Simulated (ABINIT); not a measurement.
Runs of ABINIT 10.8.3 (patched build) on Ge. It takes space group I4_1/amd (No. 141, tetragonal). Conventional cell: a = 5.149 Å, b = 5.149 Å, c = 2.795 Å, α = 90.00°, β = 90.00°, γ = 90.00°. Ge (site symmetry -4m2) is surrounded by 6 Ge at 2.67 to 2.79 Å. This isn't the form of Ge at room conditions, which is diamond.

```tsv
level	potentials or basis	cell	k mesh	cutoff (eV)	smearing	most SCF steps	mesh quality	gap on the mesh (eV)	pressure (GPa)
HSE06	PseudoDojo NC SR PBE v0.4.1 standard	as given	3 × 3 × 3	952	fixed	60	coarse	none	-
PBEsol	PseudoDojo NC SR PBEsol v0.4.1 standard	atoms moved at random, drawn with an rms of 0.05 Å	11 × 11 × 11	1061	fermi-dirac 0.05 eV	-	not flagged	none	-0.5
HSE06	SPMS NC PBE v1.0	as given	3 × 3 × 3	707	fixed	60	coarse	none	(a)
PBE0	SPMS NC PBE v1.0	as given	3 × 3 × 3	707	fixed	60	coarse	none	-0.3
```

Alike in all rows: task single point; no spin polarisation.

Problem. Fill in the values left out.

Solution. (a) -2.3.

Caveats: some runs use coarse meshes; exact exchange is summed on a coarse mesh, which widens gaps by tenths of an eV (some runs); the potentials were made for another functional, which shifts forces and pressure (some runs); Libxc's HSE differs a little from that of other programs (some runs).

A k mesh can miss the band edges, and the runs leave out spin-orbit coupling on Ge.

A gap of «none» marks a metal or a gap under the smearing width.

Runs at the PBE level aren't shown here.
